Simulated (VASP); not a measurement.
Here is a VASP 6.6.1 calculation.

INCAR

```
SYSTEM = PtSe2
PREC = Accurate ; ENCUT = 520
EDIFF = 1E-7 ; ISMEAR = 0
SIGMA = 0.02 ; LREAL = .FALSE.
LASPH = .TRUE. ; NELM = 80
ALGO = Normal ; ISIF = 3
LWAVE = .FALSE. ; LCHARG = .FALSE.
GGA = PE ; IVDW = 12
IBRION = 2 ; NSW = 80
EDIFFG = -0.15 ; KPAR = 4
```

KPOINTS

```
Automatic mesh
0
G
  9 9 6
  0 0 0
```

The input POSCAR:

```
PtSe2
1.0
    3.7240000000      0.0000000000      0.0000000000
   -1.8620000000      3.2250786000      0.0000000000
    0.0000000000      0.0000000000      5.0620000000
Pt Se
1 2
Direct
    0.0000000000      0.0000000000      0.0000000000
    0.3333333300      0.6666666700      0.2500000000
    0.6666666700      0.3333333300      0.7500000000
```

Potentials or basis: VASP PAW PBE potentials, release 64 (Pt, Se).

Command:

```sh
$ cat potpaw_PBE.64/Pt/POTCAR potpaw_PBE.64/Se/POTCAR > POTCAR
$ mpirun -np 4 vasp_std > vasp.out
```

Problem. Predict the band gap on the k mesh.

Solution. None (metal or under the smearing width).

Problem. Estimate the dispersion energy per atom.

Solution. -0.478 eV.

Problem. Estimate the relaxed volume.

Solution. 20.25 Å³/atom.

Problem. Estimate the relaxed cell.

Solution. a = 3.751 Å, b = 3.751 Å, c = 4.984 Å, α = 90.00°, β = 90.00°, γ = 120.00°.

Final structure:
```
Pt Se
1.0
     3.75127    0.00000    0.00000
    -1.87564    3.24870    0.00000
     0.00000    0.00000    4.98385
Pt Se
1 2
Cartesian
  0.0000 0.0000 0.0000
  0.0000 2.1658 1.2937
  1.8756 1.0829 3.6902
```

Caveat: pairwise dispersion overbinds metals, which lowers pressure and volume. Spin-orbit coupling is left out, which matters for the levels of Pt.
